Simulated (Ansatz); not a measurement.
# TiO2: single point with PBE

TiO2:

```
CELL_PARAMETERS angstrom
2.96826 0.00000 0.00000
0.00021 4.70761 0.00000
1.48357 0.24235 7.08346
ATOMIC_POSITIONS crystal
Ti 0.00337 0.00039 0.00070
Ti 0.34464 0.48026 0.31696
Ti 0.66171 0.52047 0.68450
O 0.44004 0.18544 0.12854
O 0.77793 0.29773 0.45188
O 0.10124 0.30895 0.80624
O 0.90650 0.69184 0.19517
O 0.22941 0.70301 0.54951
O 0.56803 0.81530 0.87283
```

The cell comes from a database or a generator and needn't be the stable form of this composition.

* Program: Ansatz 0.2.0
* Task: single point
* Functional: PBE
* Potentials or basis: Ansatz PAW
* Cutoff: 420 eV (not typed: the program's choice for these potentials)
* k mesh: 13 × 8 × 5
* Occupations: fermi-dirac, width 0.05 eV
* Spin: no spin polarisation

```yaml
Pressure: 3.7 GPa
Largest_force: 0.119 eV/Å
Band_gap_on_the_k_mesh: 2.26 eV, indirect (least direct gap 2.32 eV)
```

Forces on the atoms (eV/Å):
```
Ti   0.000 -0.002  0.002
Ti   0.004  0.020  0.094
Ti   0.001 -0.017 -0.098
O   -0.001 -0.008  0.029
O    0.008 -0.118  0.014
O   -0.002 -0.042 -0.010
O    0.000  0.040  0.009
O   -0.004  0.117 -0.012
O   -0.005  0.009 -0.028
```

Stress tensor (GPa, compression positive):
```
 3.27 -0.02  0.01
-0.02  4.05 -0.11
 0.01 -0.11  3.65
```

Levels at points of the mesh, in eV from the valence-band top:
| k point | band 34 | band 35 | band 36 | band 37 | band 38 | band 39 |
| --- | --- | --- | --- | --- | --- | --- |
| (0.00, 0.00, 0.00) | -0.37 | -0.28 | -0.06 | 2.26 | 2.66 | 2.80 |
| (0.00, -0.50, 0.00) | -0.93 | -0.86 | -0.76 | 2.34 | 2.70 | 2.79 |

Run time: 30 s on 4 threads of Arm Neoverse V1 (shared host), peak memory 1 GiB.

Caveat: odd divisions of the mesh miss points on the zone boundary, where band edges often lie, so the gap on the mesh can be too wide; the pressure holds a Pulay correction of +0.7 GPa for the finite cutoff. A k mesh can miss the band edges.
